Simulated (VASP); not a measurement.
# Ba (Fmmm) in VASP: single point with PBE

Aim: the single point of Ba with PBE.

Program: VASP 6.6.1. These are calculated values, not measurements. Logs are shortened: lines on timing, memory, paths and dates and some standing lists are left out, and cuts for length are marked.

### Step 1. The crystal as given

It takes space group Im-3m (No. 229, cubic). The conventional cell has a = 5.020 Å, b = 5.020 Å, c = 5.020 Å, α = 90.00°, β = 90.00°, γ = 90.00°. Ba (site symmetry m-3m) is surrounded by 8 Ba at 4.35 Å.

### Step 2. Single point, PBE

Contents of INCAR:

```
SYSTEM = Ba
PREC = Accurate
ENCUT = 520
EDIFF = 1E-6
ISMEAR = 0
SIGMA = 0.1
LREAL = .False.
LASPH = .True.
NELM = 100
ALGO = Fast
ISIF = 2
LWAVE = .False.
LCHARG = .False.
GGA = PE
NBANDS = 17
```

Contents of KPOINTS:

```
regular mesh
0
Gamma
  10 10 6
  0 0 0
```

Contents of POSCAR:

```
Ba
1.0
    3.5466788917     -2.5120565319      0.0000000000
    3.5466788917      2.5120565319      0.0000000000
    0.0000000000      0.0000000000      7.1014610268
Ba
2
Direct
    0.7500035490      0.2499964510      0.2500000000
    0.2499964510      0.7500035490      0.7500000000
```

Potentials or basis: VASP PAW PBE potentials, release 64 (Ba_sv).

Started as:

```sh
> cat potpaw_PBE.64/Ba_sv/POTCAR > POTCAR
> mpirun -np 1 vasp_std > vasp.out
```

OUTCAR:

```text
SYSTEM = Ba
   PREC = Accurate
   ENCUT = 520
   EDIFF = 1E-6
   ISMEAR = 0
   LREAL = .False.
   LASPH = .True.
   NELM = 100
   ISIF = 2
   GGA = PE

 ion  position               nearest neighbor table
   1  0.750  0.250  0.250-   2 4.35   2 4.35   2 4.35   2 4.35
   2  0.250  0.750  0.750-   1 4.35   1 4.35   1 4.35   1 4.35

  LATTYP: Found a base centered orthorhombic cell.
 ALAT       =     5.0241130638
 B/A-ratio  =     1.4118626897
 C/A-ratio  =     1.4134755601

  Lattice vectors:

 A1 = (  -3.5466788917,  -2.5120565319,   0.0000000000)
 A2 = (   3.5466788917,  -2.5120565319,   0.0000000000)
 A3 = (   0.0000000000,   0.0000000000,   7.1014610268)

Analysis of symmetry for initial positions (statically):
=====================================================================
 Subroutine PRICEL returns:
 Original cell was already a primitive cell.

 Routine SETGRP: Setting up the symmetry group for a
 base centered orthorhombic supercell.

 Subroutine GETGRP returns: Found  8 space group operations
 (whereof  4 operations were pure point group operations)
 out of a pool of  8 trial point group operations.

The static configuration has the point symmetry C_2h.
 The point group associated with its full space group is D_2h.

Analysis of symmetry for dynamics (positions and initial velocities):
=====================================================================
 Subroutine PRICEL returns:
 Original cell was already a primitive cell.

 Routine SETGRP: Setting up the symmetry group for a
 base centered orthorhombic supercell.

 Subroutine GETGRP returns: Found  8 space group operations
 (whereof  4 operations were pure point group operations)
 out of a pool of  8 trial point group operations.

The dynamic configuration has the point symmetry C_2h.
 The point group associated with its full space group is D_2h.

 Subroutine INISYM returns: Found  8 space group operations
 (whereof  4 operations are pure point group operations),
 and found     1 'primitive' translations

----------------------------------------------------------------------------------------

                                     Primitive cell

  volume of cell :     126.5403

  direct lattice vectors                    reciprocal lattice vectors
     3.546678892 -2.512056532  0.000000000     0.140976958 -0.199040107  0.000000000
     3.546678892  2.512056532  0.000000000     0.140976958  0.199040107  0.000000000
     0.000000000  0.000000000  7.101461027     0.000000000  0.000000000  0.140816094

  length of vectors
     4.346189041  4.346189041  7.101461027     0.243908726  0.243908726  0.140816094

  position of ions in fractional coordinates (direct lattice)
     0.750003549  0.249996451  0.250000000
     0.249996451  0.750003549  0.750000000

  ion indices of the primitive-cell ions
   primitive index   ion index
                 1           1
                 2           2

----------------------------------------------------------------------------------------

 KPOINTS: regular mesh

Automatic generation of k-mesh.
 Grid dimensions read from file:
 generate k-points for:   10   10    6

 Generating k-lattice:

  Cartesian coordinates                     Fractional coordinates (reciprocal lattice)
     0.014097696 -0.019904011  0.000000000     0.100000000  0.000000000  0.000000000
     0.014097696  0.019904011  0.000000000     0.000000000  0.100000000  0.000000000
     0.000000000  0.000000000  0.023469349     0.000000000  0.000000000  0.166666667

  Length of vectors
     0.024390873  0.024390873  0.023469349

  Shift w.r.t. Gamma in fractional coordinates (k-lattice)
     0.000000000  0.000000000  0.000000000

 Subroutine IBZKPT returns following result:
 ===========================================

 Found    124 irreducible k-points:

 Following reciprocal coordinates:
            Coordinates               Weight
  0.000000  0.000000  0.000000      1.000000
  0.100000  0.000000  0.000000      4.000000
  0.200000  0.000000  0.000000      4.000000
  0.300000  0.000000  0.000000      4.000000
  0.400000  0.000000  0.000000      4.000000
  0.500000  0.000000  0.000000      2.000000
[... 16 lines left out ...]
  0.300000  0.300000  0.000000      2.000000
  0.400000  0.300000  0.000000      4.000000
 [... further k-points ...]
   k-points           NKPTS =    124   k-points in BZ     NKDIM =    124   number of bands    NBANDS=     17
   number of dos      NEDOS =    301   number of ions     NIONS =      2
   total plane-waves  NPLWV =  55296
   dimension x,y,z NGX =    32 NGY =   32 NGZ =   54
   dimension x,y,z NGXF=    64 NGYF=   64 NGZF=  108
   ions per type =               2
   NGX,Y,Z   is equivalent  to a cutoff of  12.24, 12.24, 12.64 a.u.
   NGXF,Y,Z  is equivalent  to a cutoff of  24.48, 24.48, 25.28 a.u.
 SYSTEM =  Ba
   PREC   = accura    normal or accurate (medium, high low for compatibility)
   ISTART =      0    job   : 0-new  1-cont  2-samecut
   ICHARG =      2    charge: 1-file 2-atom 10-const
   ISPIN  =      1    spin polarized calculation?
   LNONCOLLINEAR =      F non collinear calculations
   LSORBIT =      F    spin-orbit coupling
   LASPH  =      T    aspherical Exc in radial PAW
   ENCUT  =  520.0 eV  38.22 Ry    6.18 a.u.   8.08  8.08 13.20*2*pi/ulx,y,z
   NELM   =    100;   NELMIN=  2; NELMDL= -5     # of ELM steps
   EDIFF  = 0.1E-05   stopping-criterion for ELM
   LREAL  =      F    real-space projection
   EDIFFG = 0.1E-04   stopping-criterion for IOM
   NSW    =      0    number of steps for IOM
   IBRION =     -1    ionic relax: 0-MD 1-quasi-New 2-CG
   NFREE  =      0    steps in history (QN), initial steepest desc. (CG)
   ISIF   =      2    stress and relaxation
   ISYM   =      2    0-nonsym 1-usesym 2-fastsym
   POTIM  = 0.5000    time-step for ionic-motion
   TEBEG  =    0.0;   TEEND  =   0.0 temperature during run
   PSTRESS=    0.0 pullay stress
   NELECT =      20.0000    total number of electrons
   NUPDOWN=      -1.0000    fix difference up-down
   EMIN   =  10.00;   EMAX   =-10.00  energy-range for DOS
   EFERMI =   0.00;   METHOD = LEGACY
   ISMEAR =     0;   SIGMA  =   0.10  broadening in eV -4-tet -1-fermi 0-gaus
   EFERMI_NEDOS =   21; number of points for ismear=-14 and -15
   IALGO  =     68    algorithm
   IMIX   =      4    mixing-type and parameters
     AMIX     =   0.40;   BMIX     =  1.00
     AMIX_MAG =   1.60;   BMIX_MAG =  1.00
  volume/ion in A,a.u.               =      63.27       426.97
  Fermi-wavevector in a.u.,A,eV,Ry     =   0.885133  1.672659 10.659625  0.783460
  Thomas-Fermi vector in A             =   2.006126
   LORBIT       =      0    0 simple, 1 ext, 2 COOP (PROOUT), +10 PAW based schemes
   GGA     = PE    functional components
   LHFCALC =     F    Hartree Fock is set to
   AEXX    =    0.0000 exact exchange contribution
   IVDW    =     0    specifies the selected vdW correction
   LEPSILON=     F    determine dielectric tensor
   LRPA    =     F    only Hartree local field effects (RPA)
 non-spin polarized calculation
 RMM-DIIS sequential band-by-band and
 Gauss-broadening in eV      SIGMA  =   0.10
  energy-cutoff  :      520.00
  volume of cell :      126.54
 maximum number of plane-waves:      3440
   NGX = 17   NGY = 17   NGZ = 27

 number of electron      20.0000000 magnetization

 Free energy of the ion-electron system (eV)
  ---------------------------------------------------
  ext. energy  EPLUGINS =         0.00000000
  ---------------------------------------------------
  free energy    TOTEN  =        -3.82190591 eV

  energy without entropy =       -3.80981780  energy(sigma->0) =       -3.81586185

 E-fermi :   1.6172     XC(G=0):  -7.3953

 val. band max:        1.6091431000   @ k =   0.4000   0.0000   0.0000
 cond. band min:       1.6302199825   @ k =  -0.4000   0.3000   0.3333
 fundamental gap:      0.0210768825
 Fermi energy:         1.6171706351

 k-point     1 :       0.0000    0.0000    0.0000
  band No.  band energies     occupation
      1     -27.2598      2.00000
      2     -27.2174      2.00000
      3     -12.6642      2.00000
      4     -12.3574      2.00000
      5     -12.2145      2.00000
      6     -12.2120      2.00000
[... 9 lines left out ...]
     16       4.8366      0.00000
     17       4.8907      0.00000

 k-point     2 :       0.1000    0.0000    0.0000
  band No.  band energies     occupation
      1     -27.2568      2.00000
      2     -27.2164      2.00000
      3     -12.6499      2.00000
      4     -12.3712      2.00000
      5     -12.2473      2.00000
      6     -12.2312      2.00000
[... 9 lines left out ...]
     16       4.6564      0.00000
     17       4.7399      0.00000

 k-point     3 :       0.2000    0.0000    0.0000
  band No.  band energies     occupation
      1     -27.2485      2.00000
      2     -27.2141      2.00000
      3     -12.6093      2.00000
      4     -12.4221      2.00000
      5     -12.3395      2.00000
      6     -12.2577      2.00000
[... 9 lines left out ...]
     16       4.4029      0.00000
     17       4.7593      0.00000

 k-point     4 :       0.3000    0.0000    0.0000
  band No.  band energies     occupation
      1     -27.2372      2.00000
      2     -27.2122      2.00000
      3     -12.5485      2.00000
      4     -12.5011      2.00000
      5     -12.4512      2.00000
      6     -12.2809      2.00000
[... 9 lines left out ...]
     16       4.7409      0.00000
     17       5.0642      0.00000

 k-point     5 :       0.4000    0.0000    0.0000
  band No.  band energies     occupation
      1     -27.2260      2.00000
      2     -27.2128      2.00000
      3     -12.5661      2.00000
      4     -12.5423      2.00000
      5     -12.4763      2.00000
      6     -12.3352      2.00000
[... 9 lines left out ...]
     16       4.9614      0.00000
     17       5.3473      0.00000

 k-point     6 :       0.5000    0.0000    0.0000
  band No.  band energies     occupation
      1     -27.2173      2.00000
      2     -27.2173      2.00000
      3     -12.5839      2.00000
      4     -12.5839      2.00000
      5     -12.4023      2.00000
      6     -12.4023      2.00000
[... 9 lines left out ...]
     16       4.6855      0.00000
     17       5.2644      0.00000

 k-point     7 :       0.1000    0.1000    0.0000
  band No.  band energies     occupation
      1     -27.2558      2.00000
      2     -27.2144      2.00000
      3     -12.6512      2.00000
      4     -12.3742      2.00000
      5     -12.2575      2.00000
      6     -12.2460      2.00000
[... 9 lines left out ...]
     16       4.2651      0.00000
     17       4.6541      0.00000

 k-point     8 :       0.2000    0.1000    0.0000
  band No.  band energies     occupation
      1     -27.2494      2.00000
      2     -27.2110      2.00000
      3     -12.6257      2.00000
      4     -12.4130      2.00000
      5     -12.3360      2.00000
      6     -12.2748      2.00000
[... 9 lines left out ...]
     16       4.1023      0.00000
     17       4.6385      0.00000
[... 203 lines left out ...]
      1     -27.2210      2.00000
      2     -27.2027      2.00000
      3     -12.5729      2.00000
      4     -12.5701      2.00000
      5     -12.4821      2.00000
      6     -12.3520      2.00000
[... 9 lines left out ...]
     16       5.1083      0.00000
     17       5.1573      0.00000

 k-point    20 :      -0.4000    0.2000    0.0000
  band No.  band energies     occupation
      1     -27.2164      2.00000
      2     -27.2095      2.00000
      3     -12.5534      2.00000
      4     -12.5462      2.00000
      5     -12.4231      2.00000
      6     -12.3647      2.00000
[... 9 lines left out ...]
     16       4.9578      0.00000
     17       5.3896      0.00000

 k-point    21 :      -0.3000    0.2000    0.0000
  band No.  band energies     occupation
      1     -27.2201      2.00000
      2     -27.2146      2.00000
      3     -12.4879      2.00000
      4     -12.4776      2.00000
      5     -12.4373      2.00000
      6     -12.3889      2.00000
[... 9 lines left out ...]
     16       4.7309      0.00000
     17       5.4047      0.00000

 k-point    22 :      -0.2000    0.2000    0.0000
  band No.  band energies     occupation
      1     -27.2319      2.00000
      2     -27.2148      2.00000
      3     -12.5086      2.00000
      4     -12.4316      2.00000
      5     -12.4001      2.00000
      6     -12.3698      2.00000
[... 9 lines left out ...]
     16       4.1870      0.00000
     17       5.4144      0.00000

 k-point    23 :       0.3000    0.3000    0.0000
  band No.  band energies     occupation
      1     -27.2319      2.00000
      2     -27.1967      2.00000
      3     -12.5739      2.00000
      4     -12.5160      2.00000
      5     -12.4700      2.00000
      6     -12.4230      2.00000
[... 9 lines left out ...]
     16       4.7274      0.00000
     17       5.0110      0.00000

 k-point    24 :       0.4000    0.3000    0.0000
  band No.  band energies     occupation
      1     -27.2253      2.00000
      2     -27.1935      2.00000
      3     -12.5759      2.00000
      4     -12.5457      2.00000
      5     -12.5208      2.00000
      6     -12.4349      2.00000
[... 9 lines left out ...]
     16       4.9433      0.00000
     17       5.1435      0.00000

 [... further k-points ...]

------------------------ aborting loop because EDIFF is reached ----------------------------------------

  FORCE on cell =-STRESS in cart. coord.  units (eV):
  Direction    XX          YY          ZZ          XY          YZ          ZX
  --------------------------------------------------------------------------------------
  -------------------------------------------------------------------------------------
  Total        0.0398248      0.0437414      0.0405572      0.0000000      0.0000000      0.0000000
  in kB        0.5042372      0.5538267      0.5135107      0.0000000      0.0000000      0.0000000
  external PRESSURE =       0.5238582 kB  Pullay stress =       0.0000000 kB

 VOLUME and BASIS-vectors are now :
 -----------------------------------------------------------------------------
  energy-cutoff  :      520.00
  volume of cell :      126.54
      direct lattice vectors                 reciprocal lattice vectors
     3.546678892 -2.512056532  0.000000000     0.140976958 -0.199040107  0.000000000
     3.546678892  2.512056532  0.000000000     0.140976958  0.199040107  0.000000000
     0.000000000  0.000000000  7.101461027     0.000000000  0.000000000  0.140816094

 POSITION                                       TOTAL-FORCE (eV/Angst)
 -----------------------------------------------------------------------------------
      3.54668     -1.25605      1.77537         0.000000      0.000029     -0.000000
      3.54668      1.25605      5.32610         0.000000     -0.000029      0.000000
 -----------------------------------------------------------------------------------
    total drift:                               -0.000000     -0.000000      0.000000

  FREE ENERGIE OF THE ION-ELECTRON SYSTEM (eV)
  ---------------------------------------------------
  free  energy   TOTEN  =        -3.8219059128 eV

  energy  without entropy=       -3.8098177953  energy(sigma->0) =       -3.81586185
```

Wall time 2.9 min (1 thread of Intel Xeon Platinum 8259CL at 2.50GHz (Skylake/Cascade Lake), shared host); peak memory 0.38 GiB.

Results:

```
Free energy            : -3.8219 eV
Pressure               : 0.1 GPa
Band gap on the k mesh : none (metal or under the smearing width)
```

Levels at points of the mesh, in eV from the Fermi level:
```tsv
k point	band 7	band 8	band 9	band 10	band 11	band 12	band 13	band 14
(0.00, 0.00, 0.00)	-13.83	-13.83	-2.73	-0.87	0.70	1.25	1.83	1.84
(0.50, 0.00, 0.00)	-13.88	-13.88	-0.42	-0.42	0.50	0.50	0.88	0.88
(0.50, 0.50, 0.00)	-13.98	-13.83	-0.87	-0.52	-0.52	0.70	1.26	3.21
(0.00, 0.00, 0.50)	-13.83	-13.83	-1.73	-1.73	1.17	1.17	1.18	1.18
(0.50, 0.00, 0.50)	-13.83	-13.83	-0.87	-0.87	0.71	0.71	1.25	1.25
(0.50, 0.50, 0.50)	-13.99	-13.99	-0.21	-0.21	0.19	0.19	1.82	1.82
```
